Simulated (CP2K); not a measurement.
Crystal: TiAl.

```
Ti Al
1.0
     2.86726    0.00000    0.00000
    -1.43363    2.48312    0.00000
     0.00000    0.00000    4.67808
Ti Al
1 1
Cartesian
  0.0000 0.0000 0.0000
  0.0000 1.6554 2.3390
```

The cell comes from a database or a generator and needn't be the stable form of this composition.

Base run:

| Property | Result |
| --- | --- |
| Program | CP2K 2026.2 |
| Functional | PBE |
| Potentials or basis | POTENTIAL_UZH Ti GTH-PBE-q12, Al GTH-PBE-q3; DZVP-MOLOPT-PBE-GTH basis |
| Density cutoff | 6123 eV |
| k mesh | 11 × 11 × 6 |
| Occupations | fermi-dirac, width 0.05 eV |
| Spin | no spin polarisation |

Its results: band gap on the k mesh none (metal or under the smearing width); pressure 0.3 GPa.

Q: The run is repeated on the same cell with these changes: potentials or basis from POTENTIAL_UZH Ti GTH-PBE-q12, Al GTH-PBE-q3; DZVP-MOLOPT-PBE-GTH basis to POTENTIAL_UZH Ti GTH-PBE-q12, Al GTH-PBE-q3; ccGRB-D basis; basis sets from Ti DZVP-MOLOPT-PBE-GTH-q12, Al DZVP-MOLOPT-PBE-GTH-q3 to Ti ccGRB-D-q12, Al ccGRB-D-q3. What comes out?

A: Band gap on the k mesh none (metal or under the smearing width); pressure 1.1 GPa.

Caveats: the basis of atomic orbitals isn't converged, which shifts pressures, moduli and gaps.
